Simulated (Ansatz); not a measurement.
Runs of Ansatz 0.2.0 on ZnO (zincite). The structure is hexagonal, space group P6_3mc (No. 186). Conventional cell: a = 3.249 Å, b = 3.249 Å, c = 5.206 Å, α = 90.00°, β = 90.00°, γ = 120.00°. Zn (site symmetry 3m) has 4 O at 1.97 to 1.98 Å as nearest neighbours. O (site symmetry 3m) is surrounded by 4 Zn at 1.97 to 1.98 Å. 

```tsv
potentials or basis	cutoff (eV)	basis error allowed	gap on the mesh (eV)	pressure (GPa)	largest force (eV/Å)
all-electron PAW datasets made for the crystal	460	-	0.72	-1.5	0.06
all-electron LAPW, inner shells corrected to Dirac's equation	397	0.002 eV/atom	0.72	-1.5	0.06
all-electron LAPW, non-relativistic	397	0.002 eV/atom	(a)	0.0	0.07
all-electron LAPW, scalar-relativistic	397	0.002 eV/atom	0.72	-1.5	0.06
```

Alike in all rows: task band structure; level PBEsol; no spin polarisation; cell as given; k mesh 9 × 9 × 5; smearing fermi-dirac 0.05 eV.

Estimate the missing entries.

(a) 0.96.

The runs don't all hold the same shells in valence.
